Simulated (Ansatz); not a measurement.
Crystal: Ta.

```
Ta
1.0
     2.90037    0.00000    0.00000
    -1.45019    2.51180    0.00000
     0.00000    0.00000    5.16627
Ta
2
Direct
  0.33333 0.66667 0.25000
  0.66667 0.33333 0.75000
```

This isn't the form of Ta at room conditions, which is bcc.

* Program: Ansatz 0.2.0
* Task: single point
* Functional: PBE
* Potentials or basis: all-electron LAPW, scalar-relativistic
* Cutoff: 252 eV (chosen from the basis error)
* Basis error allowed: 0.001 eV/atom
* k mesh: 11 × 11 × 5
* Occupations: fermi-dirac, width 0.05 eV
* Spin: no spin polarisation

On this cell: pressure -1.0 GPa; largest force under 0.003 eV/Å; band gap on the k mesh none (metal or under the smearing width).

The same run follows on a disturbed copy (atoms moved at random, drawn with an rms of 0.05 Å):

```
Ta
1.0
     2.90037    0.00000    0.00000
    -1.45019    2.51180    0.00000
     0.00000    0.00000    5.16627
Ta
2
Direct
  0.33032 0.67247 0.24286
  0.66260 0.32497 0.75926
```

Question: What changes?

Answer: The energy (extrapolated to zero smearing) moves by +19.4 meV/atom; pressure -0.4 GPa; largest force 0.949 eV/Å; band gap on the k mesh none (metal or under the smearing width).

Forces in eV/Å, atoms in the order of the input:
```
Ta  -0.023  0.040  0.948
Ta   0.023 -0.040 -0.948
```

Stress tensor (GPa, compression positive):
```
-1.63  0.31 -0.06
 0.31 -0.20  0.13
-0.06  0.13  0.59
```
